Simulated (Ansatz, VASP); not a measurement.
Two plane-wave programs on ZnSe

Contents of INCAR:

```
PREC = Accurate
ENCUT = 520
EDIFF = 1E-6
ISMEAR = -1
SIGMA = 0.02
LREAL = False
LASPH = True
NELM = 60
ALGO = Normal
ISIF = 2
LWAVE = False
LCHARG = True
GGA = PE
LELF = True
LVHAR = True
NBANDS = 16
```

KPOINTS

```
Automatic mesh
0
Gamma
  8 8 8
```

The input POSCAR:

```
ZnSe
1.0
    0.0000000000      2.8324206823      2.8324206823
    2.8324206823      0.0000000000      2.8324206823
    2.8324206823      2.8324206823      0.0000000000
Zn Se
1 1
Direct
    0.0000000000      0.0000000000      0.0000000000
    0.2500000000      0.2500000000      0.2500000000
```

Input for Ansatz:

```yaml
crystal:
  lattice:
    - [0.0, 2.8324206823, 2.8324206823]
    - [2.8324206823, 0.0, 2.8324206823]
    - [2.8324206823, 2.8324206823, 0.0]
  atoms:
    - { symbol: Zn, position: [0.0, 0.0, 0.0] }
    - { symbol: Se, position: [0.25, 0.25, 0.25] }
kpoints:
  mp_grid: { grid: [8, 8, 8] }
  band_path:
    path:
      - [[0.0, 0.0, 0.0], [-0.5, -0.5, -1.223283322269e-33], [-0.375, -0.375, 0.25]]
      - [[-0.375, 7.696608393641e-18, 0.375], [0.0, 0.0, 0.0], [5.131072262427e-18, 5.131072262427e-18, 0.5], [-0.5, -0.25, 0.25], [-0.5, -0.5, -1.223283322269e-33]]
    npoints: 10
hamiltonian:
  xc: pbe
scf:
  occupations: { method: fermi_dirac, width: 0.02 }
  n_extra_bands: 4
output:
  forces: true
  stress: true
  eigenvalues: true
```

The cell was built by a generator and needn't be a form met in nature.

Alike in both runs: task single point; functional PBE; k mesh 8 × 8 × 8; occupations fermi-dirac, width 0.02 eV; no spin polarisation.

|  | VASP | Ansatz |
| --- | --- | --- |
| version | VASP 6.6.1 | Ansatz 0.2.0 |
| potentials or method | VASP PAW PBE potentials, release 64 (Zn, Se) | plane waves, PAW |
| plane-wave cutoff (eV) | 520 | 420 |
| valence electrons in the cell | 18 | 28 |

|  | VASP | Ansatz | Ansatz less VASP |
| --- | --- | --- | --- |
| gap on the k mesh at the Fermi level (eV) | 1.30 | 1.29 | -0.002 |
| pressure (GPa) | 2.4 | 2.2 | -0.24 |

The functional is the same, so the differences come from potentials, cutoffs and numerics. The two sets of potentials don't hold the same shells in valence.

A hybrid or GW would open this gap; PBE tends to underestimate it.
